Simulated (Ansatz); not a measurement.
Clean, relaxed (001) surface of WC, space group P-6m2 (No. 187) (top face towards +c; atoms held fixed, by place in the list: 1, 2, 3):

```yaml
crystal:
  lattice:
    - [2.89841, 0.00000, 0.00000]
    - [-1.44921, 2.51010, 0.00000]
    - [0.00000, 0.00000, 24.06903]
  atoms:
    - { symbol: C, position: [0.66667, 0.33333, 0.35315] }
    - { symbol: W, position: [0.00000, 0.00000, 0.41189] }
    - { symbol: C, position: [0.66667, 0.33333, 0.47063] }
    - { symbol: W, position: [0.00000, 0.00000, 0.52913] }
    - { symbol: C, position: [0.66667, 0.33333, 0.58909] }
    - { symbol: W, position: [0.00000, 0.00000, 0.64524] }
```

Theory: DFT PBEsol, scalar-relativistic, plane waves, PAW (Ansatz). Plane waves to 420 eV, a k mesh through Γ of 12×12×1 on the computed 6-atom cell and Gaussian smearing (0.10 eV); no spin polarisation. The cell repeats along c with a dipole correction in the vacuum.

CH is adsorbed on the top face, one adsorbate per 7.3 Å², and relaxed from 3 starting sites (fractions of a and b). E_ads counts from the clean slab and the free adsorbate (spin-polarised where it has unpaired electrons); negative means bound. Heights count from the highest slab atom after relaxation. Δφ is the top face's. Δp counts per cell along +c. Bonded neighbours lie within 1.25 times the sum of covalent radii (1.35 for H) and, on that scale, within 12 % of the closest. With the adsorbate the cell is lengthened along c to keep the vacuum.

| start | ends at | E_ads (eV) | height (Å) | shortest contact | Δφ (eV) | Δp (e·Å) | whole? |
| --- | --- | --- | --- | --- | --- | --- | --- |
| top (W) at (0.00, 0.00) | (0.00, 0.00), 1 bonded neighbour (W) | -4.91 | 1.89 | C–W 1.89 Å | -2.30 | +0.092 | yes |
| hollow (W-W-W) at (0.33, 0.67) | (0.33, 0.67), 3 bonded neighbours (W) | -6.98 | 1.29 | C–W 2.11 Å | -0.64 | +0.027 | yes |
| bridge (W-W) at (0.50, 0.00) | (0.66, 0.33), 3 bonded neighbours (W) | -7.22 | 1.25 | C–W 2.09 Å | -0.47 | +0.020 | yes |

Among the sites tried, the lowest end comes from the bridge (W-W) at (0.50, 0.00) start; other sites may lie lower.

Each end is the local minimum or symmetric point that its start leads to. The slab is only 7.1 Å thick, so the energies aren't converged with thickness.

The adsorbed runs have no spin polarisation, so weakly bound open-shell ends lie too high.